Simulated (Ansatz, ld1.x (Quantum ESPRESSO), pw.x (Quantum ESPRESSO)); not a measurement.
Au (Z = 79): one change to the TM potential, in the atom and in the sc crystal

Au (Z = 79), norm-conserving Troullier–Martins (Kleinman–Bylander form), made with ld1.x (Quantum ESPRESSO) 7.5 (PBE, scalar-relativistic). Core [Xe] 4f14, reference 5d10 6s1 6p0. Waves: 6s (bound): rc 2.15 bohr; 6p (bound, empty): rc 3.50 bohr; 5d (bound): rc 2.20 bohr. Local part: all-electron potential smoothed inside 1.85 bohr (lloc = -2). Core correction: none.

Change: local potential all-electron potential smoothed inside 1.36 bohr (lloc = -2).

Cutoffs, loose and tight: the cutoffs (Ry, on a coarse ladder) from which the occupation-weighted sum of valence levels, in a spherical-Bessel basis at the reference potential, stays within 10 and 1 mRy of its value at 400 Ry. They do not see the model core or the augmentation charge, which bear on the density cutoff. Test errors are all-electron minus pseudo excitation energies from the reference, over the configurations 5d10 6s0 6p0; 5d9 6s0 6p0; 5d8 6s0 6p0; 5d7 6s0 6p0; 5d10 6s0 6p1; 5d9 6s2 6p0; 5d9 6s1 6p1; variants that change the core or the reference have their own tests.

Crystal test: sc Au in pw.x 7.5, no spin, 12³ k-points, Fermi–Dirac smearing 0.01 Ry, cutoffs set for each file from its atomic test. The reference is all-electron LAPW (Ansatz 0.2.0) with the same functional, mesh and smearing; V0 and B0 come from Birch–Murnaghan fits to the pressures at five volumes. Errors are pseudo minus all-electron; Δ is the rms difference of the E(V) curves that follow from these fits, minima aligned, over ±6 % about the mean V0. Mesh and smearing are coarse, so the numbers serve the comparison and aren't converged zero-temperature values; the lattice is a test structure that the element need not adopt.

All-electron: a0 = 2.747 Å (V0 = 20.73 Å³/atom), B0 = 104.8 GPa.

Question: Does the change bring the crystal closer to the all-electron result?

Answer: The mean pressure error goes from -0.70 to -47.40 GPa, so the change moves the solid further from the all-electron pressures.

```csv
quantity,base,changed
outcome (atom),generated,generated
"cutoff, loose (atom)",40 Ry,40 Ry
"cutoff, tight (atom)",60 Ry,55 Ry
bound ghosts (atom),none,"s, p"
largest test error (meV) (atom),-36 over the solved tests; 1 of 7 tests not solved or not reliable,-123 over the solved tests; 1 of 7 tests not solved or not reliable
cutoffs in pw.x (Ry),75/300,70/280
a0 (Å),2.741,–
a0 error (%),-0.22,–
B0 error (%),+3.2,–
Δ (meV/atom),3.2,–
mean pressure error (GPa),-0.70,-47.40
```

A dash: not determined, or the minimum lies outside the volumes sampled.

Base: The largest radius (3.50 bohr) exceeds half the bond length (2.60 bohr), so the spheres overlap, which is one possible source of error among others. Atomic configuration tests: 1 of 7 tests not solved or not reliable. The logarithmic derivative shows an extra or strongly shifted pseudo pole above the reference energy (s near 0.78 Ry). Changed file: The largest radius (3.50 bohr) exceeds half the bond length (2.60 bohr), so the spheres overlap, which is one possible source of error among others. This is a poor potential for the solid. Note: ghost states, extra bound levels that the all-electron valence spectrum of the same l lacks: s at -60.7 eV, p at -7.5 eV. A true bound ghost makes a file unfit for plane-wave use. Atomic configuration tests: 1 of 7 tests not solved or not reliable. The atomic cutoffs weigh occupied waves only.
